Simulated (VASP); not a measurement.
# Co (P-3m1) in VASP: single point with PBE

Aim: the single point of Co with PBE.

All numbers are computed with VASP 6.6.1; they aren't measurements. Logs are shortened: lines on timing, memory, paths and dates and some standing lists are left out, and cuts for length are marked.

## (1) The crystal as given

Symmetry: P-3m1, No. 164, trigonal system. Conventional cell: a = 2.487 Å, b = 2.487 Å, c = 4.063 Å, α = 90.00°, β = 90.00°, γ = 120.00°. Co (site symmetry 3m) is surrounded by 12 Co at 2.42 to 2.55 Å.

## (2) Single point, PBE, collinear spin, ferromagnetic start

The input, INCAR:

```
SYSTEM = Co
  ALGO = Normal
  EDIFF = 1E-6
  ENCUT = 520
  GGA = PE
  ISIF = 2
  ISMEAR = -1
  ISPIN = 2
  LASPH = .True.
  LCHARG = .True.
  LELF = .True.
  LMAXMIX = 4
  LORBIT = 11
  LREAL = .False.
  LVHAR = .True.
  LWAVE = .False.
  MAGMOM = 3.5 3.5
  NBANDS = 20
  NELM = 150
  PREC = Accurate
  SIGMA = 0.05
```

The input, KPOINTS:

```
k-points
0
Gamma
  12 12 7
  0 0 0
```

The input, POSCAR:

```
Co
1.0
    2.4873648738      0.0000000000      0.0000000000
   -1.2436824369      2.1541211692      0.0000000000
    0.0000000000      0.0000000000      4.0632895034
Co
2
Direct
    0.3333333333      0.6666666667      0.7401390000
    0.6666666667      0.3333333333      0.2598610000
```

Potentials or basis: VASP PAW PBE potentials, release 64 (Co).

Run with:

```bash
$ cat potpaw_PBE.64/Co/POTCAR > POTCAR
$ mpirun -np 1 vasp_std > vasp.out
```

OUTCAR:

```text
SYSTEM = Co
   EDIFF = 1E-6
   ENCUT = 520
   GGA = PE
   ISIF = 2
   ISMEAR = -1
   ISPIN = 2
   LASPH = .True.
   LORBIT = 11
   LREAL = .False.
   NELM = 150
   PREC = Accurate

 ion  position               nearest neighbor table
   1  0.333  0.667  0.740-   2 2.42   2 2.42   2 2.42   2 2.55   2 2.55   2 2.55
   2  0.667  0.333  0.260-   1 2.42   1 2.42   1 2.42   1 2.55   1 2.55   1 2.55

  LATTYP: Found a hexagonal cell.
 ALAT       =     2.4873648738
 C/A-ratio  =     1.6335719565

  Lattice vectors:

 A1 = (   2.4873648738,   0.0000000000,   0.0000000000)
 A2 = (  -1.2436824369,   2.1541211692,   0.0000000000)
 A3 = (   0.0000000000,   0.0000000000,   4.0632895034)

Analysis of symmetry for initial positions (statically):
=====================================================================
 Subroutine PRICEL returns:
 Original cell was already a primitive cell.

 Routine SETGRP: Setting up the symmetry group for a
 hexagonal supercell.

 Subroutine GETGRP returns: Found 12 space group operations
 (whereof 12 operations were pure point group operations)
 out of a pool of 24 trial point group operations.

The static configuration has the point symmetry D_3d.

Analysis of symmetry for dynamics (positions and initial velocities):
=====================================================================
 Subroutine PRICEL returns:
 Original cell was already a primitive cell.

 Routine SETGRP: Setting up the symmetry group for a
 hexagonal supercell.

 Subroutine GETGRP returns: Found 12 space group operations
 (whereof 12 operations were pure point group operations)
 out of a pool of 24 trial point group operations.

The dynamic configuration has the point symmetry D_3d.

Analysis of structural, dynamic, and magnetic symmetry:
=====================================================================
 Subroutine PRICEL returns:
 Original cell was already a primitive cell.

 Routine SETGRP: Setting up the symmetry group for a
 hexagonal supercell.

 Subroutine GETGRP returns: Found 12 space group operations
 (whereof 12 operations were pure point group operations)
 out of a pool of 24 trial point group operations.

The overall configuration has the point symmetry D_3d.

 Subroutine INISYM returns: Found 12 space group operations
 (whereof 12 operations are pure point group operations),
 and found     1 'primitive' translations

----------------------------------------------------------------------------------------

                                     Primitive cell

  volume of cell :      21.7715

  direct lattice vectors                    reciprocal lattice vectors
     2.487364874  0.000000000  0.000000000     0.402031889  0.232113220  0.000000000
    -1.243682437  2.154121169  0.000000000     0.000000000  0.464226439  0.000000000
     0.000000000  0.000000000  4.063289503     0.000000000  0.000000000  0.246106018

  length of vectors
     2.487364874  2.487364874  4.063289503     0.464226439  0.464226439  0.246106018

  position of ions in fractional coordinates (direct lattice)
     0.333333333  0.666666667  0.740139000
     0.666666667  0.333333333  0.259861000

  ion indices of the primitive-cell ions
   primitive index   ion index
                 1           1
                 2           2

----------------------------------------------------------------------------------------

 KPOINTS: k-points

Automatic generation of k-mesh.
 Grid dimensions read from file:
 generate k-points for:   12   12    7

 Generating k-lattice:

  Cartesian coordinates                     Fractional coordinates (reciprocal lattice)
     0.033502657  0.019342768  0.000000000     0.083333333  0.000000000  0.000000000
     0.000000000  0.038685537  0.000000000     0.000000000  0.083333333  0.000000000
     0.000000000  0.000000000  0.035158003     0.000000000  0.000000000  0.142857143

  Length of vectors
     0.038685537  0.038685537  0.035158003

  Shift w.r.t. Gamma in fractional coordinates (k-lattice)
     0.000000000  0.000000000  0.000000000

 Subroutine IBZKPT returns following result:
 ===========================================

 Found    112 irreducible k-points:

 Following reciprocal coordinates:
            Coordinates               Weight
  0.000000  0.000000  0.000000      1.000000
  0.083333  0.000000  0.000000      6.000000
  0.166667  0.000000  0.000000      6.000000
  0.250000  0.000000  0.000000      6.000000
  0.333333  0.000000  0.000000      6.000000
  0.416667  0.000000  0.000000      6.000000
[... 16 lines left out ...]
  0.166667  0.000000  0.142857      6.000000
  0.000000  0.166667  0.142857      6.000000
 [... further k-points ...]
   k-points           NKPTS =    112   k-points in BZ     NKDIM =    112   number of bands    NBANDS=     20
   number of dos      NEDOS =    301   number of ions     NIONS =      2
   total plane-waves  NPLWV =   9720
   dimension x,y,z NGX =    18 NGY =   18 NGZ =   30
   dimension x,y,z NGXF=    36 NGYF=   36 NGZF=   60
   ions per type =               2
   NGX,Y,Z   is equivalent  to a cutoff of  12.03, 12.03, 12.27 a.u.
   NGXF,Y,Z  is equivalent  to a cutoff of  24.06, 24.06, 24.55 a.u.
 SYSTEM =  Co
   PREC   = accura    normal or accurate (medium, high low for compatibility)
   ISTART =      0    job   : 0-new  1-cont  2-samecut
   ICHARG =      2    charge: 1-file 2-atom 10-const
   ISPIN  =      2    spin polarized calculation?
   LNONCOLLINEAR =      F non collinear calculations
   LSORBIT =      F    spin-orbit coupling
   LASPH  =      T    aspherical Exc in radial PAW
   ENCUT  =  520.0 eV  38.22 Ry    6.18 a.u.   4.62  4.62  7.56*2*pi/ulx,y,z
   NELM   =    150;   NELMIN=  2; NELMDL= -5     # of ELM steps
   EDIFF  = 0.1E-05   stopping-criterion for ELM
   LREAL  =      F    real-space projection
   EDIFFG = 0.1E-04   stopping-criterion for IOM
   NSW    =      0    number of steps for IOM
   IBRION =     -1    ionic relax: 0-MD 1-quasi-New 2-CG
   NFREE  =      0    steps in history (QN), initial steepest desc. (CG)
   ISIF   =      2    stress and relaxation
   ISYM   =      2    0-nonsym 1-usesym 2-fastsym
   POTIM  = 0.5000    time-step for ionic-motion
   TEBEG  =    0.0;   TEEND  =   0.0 temperature during run
   PSTRESS=    0.0 pullay stress
   NELECT =      18.0000    total number of electrons
   NUPDOWN=      -1.0000    fix difference up-down
   EMIN   =  10.00;   EMAX   =-10.00  energy-range for DOS
   EFERMI =   0.00;   METHOD = LEGACY
   ISMEAR =    -1;   SIGMA  =   0.05  broadening in eV -4-tet -1-fermi 0-gaus
   EFERMI_NEDOS =   21; number of points for ismear=-14 and -15
   IALGO  =     38    algorithm
   IMIX   =      4    mixing-type and parameters
     AMIX     =   0.40;   BMIX     =  1.00
     AMIX_MAG =   1.60;   BMIX_MAG =  1.00
  volume/ion in A,a.u.               =      10.89        73.46
  Fermi-wavevector in a.u.,A,eV,Ry     =   1.536514  2.903591 32.121660  2.360875
  Thomas-Fermi vector in A             =   2.643152
   LORBIT       =     11    0 simple, 1 ext, 2 COOP (PROOUT), +10 PAW based schemes
   GGA     = PE    functional components
   LHFCALC =     F    Hartree Fock is set to
   AEXX    =    0.0000 exact exchange contribution
   IVDW    =     0    specifies the selected vdW correction
   LEPSILON=     F    determine dielectric tensor
   LRPA    =     F    only Hartree local field effects (RPA)
 spin polarized calculation
  energy-cutoff  :      520.00
  volume of cell :       21.77
 maximum number of plane-waves:       600
   NGX =  9   NGY =  9   NGZ = 15

 number of electron      17.9999996 magnetization       3.2584116

 Free energy of the ion-electron system (eV)
  ---------------------------------------------------
  ext. energy  EPLUGINS =         0.00000000
  ---------------------------------------------------
  free energy    TOTEN  =       -14.05360944 eV

  energy without entropy =      -14.03844738  energy(sigma->0) =      -14.04602841

 E-fermi :  10.2299     XC(G=0): -13.3806

 val. band max:       10.2286650776   @ k =   0.0833   0.0833   0.1429
 cond. band min:      10.2312269616   @ k =   0.0000   0.1667   0.1429
 fundamental gap:      0.0025618840
 Fermi energy:        10.2299067593

 spin component 1

 k-point     1 :       0.0000    0.0000    0.0000
  band No.  band energies     occupation
      1       1.3184      1.00000
      2       5.0639      1.00000
      3       7.5465      1.00000
      4       7.6015      1.00000
      5       7.6015      1.00000
      6       7.8964      1.00000
[... 12 lines left out ...]
     19      36.2427      0.00000
     20      36.2427      0.00000
[... 507 lines left out ...]
 k-point    24 :       0.0000    0.1667    0.1429
  band No.  band energies     occupation
      1       2.4556      1.00000
      2       5.5772      1.00000
      3       7.0802      1.00000
      4       7.2922      1.00000
      5       7.5596      1.00000
      6       7.9076      1.00000
[... 12 lines left out ...]
     19      36.6817      0.00000
     20      37.6881      0.00000

 [... further k-points ...]

 spin component 2

 k-point     1 :       0.0000    0.0000    0.0000
  band No.  band energies     occupation
      1       1.3179      1.00000
      2       6.0093      1.00000
      3       9.1533      1.00000
      4       9.2637      1.00000
      5       9.2637      1.00000
      6       9.5712      1.00000
[... 12 lines left out ...]
     19      36.5387      0.00000
     20      36.5387      0.00000
[... 507 lines left out ...]
 k-point    24 :       0.0000    0.1667    0.1429
  band No.  band energies     occupation
      1       2.4670      1.00000
      2       6.4988      1.00000
      3       8.3053      1.00000
      4       8.6699      1.00000
      5       9.1659      1.00000
      6       9.5785      1.00000
[... 12 lines left out ...]
     19      36.8855      0.00000
     20      37.9439      0.00000

 [... further k-points ...]

------------------------ aborting loop because EDIFF is reached ----------------------------------------

  FORCE on cell =-STRESS in cart. coord.  units (eV):
  Direction    XX          YY          ZZ          XY          YZ          ZX
  --------------------------------------------------------------------------------------
  -------------------------------------------------------------------------------------
  Total        0.1256641      0.1256641     -0.2666448      0.0000000     -0.0000000      0.0000000
  in kB        9.2477166      9.2477166    -19.6225923      0.0000000     -0.0000000      0.0000000
  external PRESSURE =      -0.3757197 kB  Pullay stress =       0.0000000 kB

 VOLUME and BASIS-vectors are now :
 -----------------------------------------------------------------------------
  energy-cutoff  :      520.00
  volume of cell :       21.77
      direct lattice vectors                 reciprocal lattice vectors
     2.487364874  0.000000000  0.000000000     0.402031889  0.232113220  0.000000000
    -1.243682437  2.154121169  0.000000000     0.000000000  0.464226439  0.000000000
     0.000000000  0.000000000  4.063289503     0.000000000  0.000000000  0.246106018

 POSITION                                       TOTAL-FORCE (eV/Angst)
 -----------------------------------------------------------------------------------
     -0.00000      1.43608      3.00740        -0.000000      0.000000      0.481080
      1.24368      0.71804      1.05589         0.000000     -0.000000     -0.481080
 -----------------------------------------------------------------------------------
    total drift:                                0.000000     -0.000000     -0.000000

  FREE ENERGIE OF THE ION-ELECTRON SYSTEM (eV)
  ---------------------------------------------------
  free  energy   TOTEN  =       -14.0536094432 eV

  energy  without entropy=      -14.0384473783  energy(sigma->0) =      -14.04602841

 total charge

# of ion       s       p       d       tot
------------------------------------------
    1        0.489   0.521   7.262   8.273
    2        0.489   0.521   7.262   8.273
--------------------------------------------------
tot          0.979   1.043  14.524  16.546

 magnetization (x)

# of ion       s       p       d       tot
------------------------------------------
    1       -0.014  -0.053   1.716   1.648
    2       -0.014  -0.053   1.716   1.648
--------------------------------------------------
tot         -0.028  -0.107   3.431   3.296
```

It took 97 s on 1 thread of Intel Xeon Platinum 8375C at 2.90GHz (Ice Lake), shared host; peak memory 0.18 GiB.

Results:

* Free energy: -14.0536 eV
* Pressure: 0.0 GPa
* Largest force: 0.481 eV/Å
* Band gap on the k mesh: none (metal or under the smearing width)
* Net moment: 3.26 μB per cell
* Site moments: Co +1.65 μB
* Valence electrons inside the program's atomic spheres: Co 8.27

Forces in eV/Å, atoms in the order of the input:
```
Co   0.000  0.000  0.481
Co   0.000  0.000 -0.481
```

Levels at points of the mesh, in eV from the Fermi level:
Spin up:
```csv
k point,band 9,band 10,band 11,band 12,band 13,band 14
"(0.00, 0.00, 0.00)",-1.93,-0.86,-0.86,-0.17,6.11,22.05
"(0.50, 0.00, 0.00)",-0.70,-0.54,1.29,3.31,9.43,10.40
```
Spin down:
| k point | band 5 | band 6 | band 7 | band 8 | band 9 | band 10 |
| --- | --- | --- | --- | --- | --- | --- |
| (0.00, 0.00, 0.00) | -0.97 | -0.66 | -0.66 | -0.21 | -0.10 | -0.10 |
| (0.50, 0.00, 0.00) | -1.09 | -1.06 | -0.65 | 1.19 | 1.28 | 1.35 |
